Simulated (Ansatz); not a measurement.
Input and output of a band-structure calculation on a 2-atom cell of AlAs started from a crystallographic database (Ansatz, PBE). The geometry is the r2SCAN minimum.

```yaml
crystal:
  lattice:
    - [0.0, 2.8389251756, 2.8389251756]
    - [2.8389251756, 0.0, 2.8389251756]
    - [2.8389251756, 2.8389251756, 0.0]
  atoms:
    - { symbol: Al, position: [0.0, 0.0, 0.0] }
    - { symbol: As, position: [0.25, 0.25, 0.25] }
kpoints:
  mp_grid: { grid: [8, 8, 8] }
  band_path:
    path:
      - [[0.0, 0.0, 0.0], [-0.5, -0.5, 0.0], [-0.375, -0.375, 0.25]]
      - [[-0.375, 0.0, 0.375], [0.0, 0.0, 0.0], [0.0, 0.0, 0.5], [-0.5, -0.25, 0.25], [-0.5, -0.5, 0.0]]
    npoints: 10
hamiltonian:
  xc: pbe
scf:
  occupations: { method: fermi_dirac, width: 0.02 }
  n_extra_bands: 4
output:
  forces: true
  stress: true
  eigenvalues: true
```

The output follows, shortened, with numbered blanks.
```
Functional definition: PBE
  parameter kappa = 0.804
  parameter beta = 0.06672455060314922
  exchange = pbe_x(kappa = kappa, mu = beta*pi^2/3)
  correlation = pbe_c(beta = beta)
Crystal: 2 atoms, lattice volume = 45.761 Å³
Basis set: ecut = 420 eV, 893 PW (Γ)
Bands: 13, of which v1, the nominal top of the filled ones, is band 9 counted from 1 (8 counted from 0)
Symmetry: 24 space group operations
Space group: F-43m (ITA 216)
k-points: 29 of 512 (time reversal used)
SCF 1 converged in 6 iterations: F = -5394.607314 eV  dr2 = 3.53e-10
Free energy (F): -5394.607314 eV
[1]
--- Stress (GPa, compression-positive) ---
[2]
--- Band table (eV; the first three rows and the last of 29) ---
[3]
```

The rows of the band table are 0: (0, 0, 0) = Γ, 1: (0, 0, 1/8), 2: (0, 0, 1/4), 28: (1/4, -1/2, -1/4) = W.

Question: Give the withheld lines. They hold the stress, the Fermi energy and the band table.

Answer:
```
[1]
Fermi energy:    6.998783 eV
[2]
        1.894607       0.000000       0.000000
        0.000000       1.894607       0.000000
        0.000000       0.000000       1.894607
  P = ⅓ Tr σ = 1.8946 GPa (18.946 kbar)
[3]
  k-point 0: bands = […, -28.0893, -28.0893, -5.5446, 6.2687, 6.2687, 6.2687, 8.2515, 10.5565, 10.5565, 10.5565]
  k-point 1: bands = […, -28.0893, -28.0893, -5.3937, 4.8460, 6.1100, 6.1100, 9.0129, 10.8353, 10.8353, 10.9454]
  k-point 2: bands = […, -28.0893, -28.0893, -4.9756, 2.9060, 5.7961, 5.7961, 8.8538, 11.1764, 11.1764, 12.6714]
  k-point 28: bands = […, -28.0895, -28.0888, -3.5794, 1.2164, 3.1342, 3.4851, 10.5946, 11.8722, 11.9512, 12.3250]
```
Only the leading digits can be foreseen; the rest is this run's record.

Command: `ansatz run input.yaml --threads 2 --pin off --max-ram 2211MiB --backend cpu --events-out ev --progress --plain --runs-dir out`.

(Simulation; spin polarisation is off.)

Spin-orbit coupling is left out.
